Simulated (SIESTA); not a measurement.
ZrB2:

```
CELL_PARAMETERS angstrom
3.17000 0.00000 0.00000
-1.58500 2.74530 0.00000
0.00000 0.00000 3.53300
ATOMIC_POSITIONS crystal
Zr 0.00000 0.00000 0.00000
B 0.66667 0.33333 0.50000
B 0.33333 0.66667 0.50000
```

Base run:

* Program: SIESTA 5.4.2
* Functional: PBE
* Potentials or basis: PseudoDojo 0.4 standard (PBE files)
* Basis: DZP (energy shift 0.003 Ry; two zetas on semicore shells)
* Grid cutoff: 800 Ry
* Energy shift: 0.003 Ry
* k mesh: 10 × 10 × 8
* Occupations: fermi-dirac, width 0.05 eV
* Spin: no spin polarisation

Its results: band gap on the k mesh none (metal or under the smearing width); pressure 1.7 GPa.

Problem. After a change of settings the same cell gave: band gap on the k mesh none (metal or under the smearing width); pressure -1.3 GPa. Which change was it?
A. functional from PBE to vdW-DF-cx
B. functional from PBE to PBEsol; potentials or basis from PseudoDojo 0.4 standard (PBE files) to PseudoDojo 0.4 standard (PBEsol files)
C. basis from DZP (energy shift 0.003 Ry; two zetas on semicore shells) to DZP (energy shift 0.002 Ry); energy shift from 0.003 Ry to 0.002 Ry
D. functional from PBE to LDA; potentials or basis from PseudoDojo 0.4 standard (PBE files) to PseudoDojo 0.4 standard (LDA files)

Solution. A.

Caveats: the basis of atomic orbitals isn't converged, which shifts pressures, moduli and gaps; the potentials were made for another functional, which shifts forces and pressure (some runs).

Not every run made on this cell is shown here.
